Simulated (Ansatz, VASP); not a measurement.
**Al: VASP beside Ansatz**

```
Al
1.0
     2.80382    0.00000    0.00000
    -1.40191    2.42818    0.00000
     0.00000    0.00000    4.67640
Al
2
Direct
  0.66667 0.33333 0.75000
  0.33333 0.66667 0.25000
```

Alike in both runs: task single point; functional PBE; dispersion D3(BJ); k mesh 24 × 24 × 12; occupations gaussian, width 0.1 eV; no spin polarisation.

```csv
,VASP,Ansatz
version,VASP 6.6.1,Ansatz 0.2.0
potentials or method,"VASP PAW PBE potentials, release 64 (Al)","scalar-relativistic, plane waves, PAW"
plane-wave cutoff (eV),520,420
valence electrons in the cell,6,6
```

```tsv
	VASP	Ansatz	Ansatz less VASP
gap on the k mesh at the Fermi level (eV)	none	none	-
pressure (GPa)	0.0	0.0	+0.03
largest component of the traceless stress (GPa)	0.59	0.59	+0.007
```

A gap of «none» marks a metal or a gap that the smearing closes.

Caveats: pairwise dispersion overbinds metals, which lowers pressure and volume.
